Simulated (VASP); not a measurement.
A run of VASP 6.6.1 is set up as follows.

File INCAR:

```
ALGO = Fast
EDIFF = 1E-7
EDIFFG = -0.01
ENCUT = 600
GGA = PE
IBRION = 2
ISIF = 2
ISMEAR = 1
LASPH = T
LCHARG = F
LREAL = F
LWAVE = F
NELM = 80
NSW = 40
PREC = Accurate
SIGMA = 0.1
```

The input KPOINTS:

```
k-points
0
Gamma
  14 14 14
```

The input POSCAR:

```
Bi                                      
1.0
   -2.0289031817      2.0289031817      2.0289031817
    2.0289031817     -2.0289031817      2.0289031817
    2.0289031817      2.0289031817     -2.0289031817
  Bi            
     1
Direct
     0.0000000000000000    0.0000000000000000    0.0000000000000000
```

Potentials or basis: VASP PAW PBE potentials, release 64 (Bi_d).

Run with:

```bash
$ cat potpaw_PBE.64/Bi_d/POTCAR > POTCAR
$ mpirun -np 1 vasp_std > vasp.out
```

(1) Estimate the band gap on the k mesh.

## Answers

(1) none (metal or under the smearing width).

Caveat: the relaxation stopped at its first step, so nothing moved; spin-orbit coupling is left out, which moves the levels of the heavy elements.
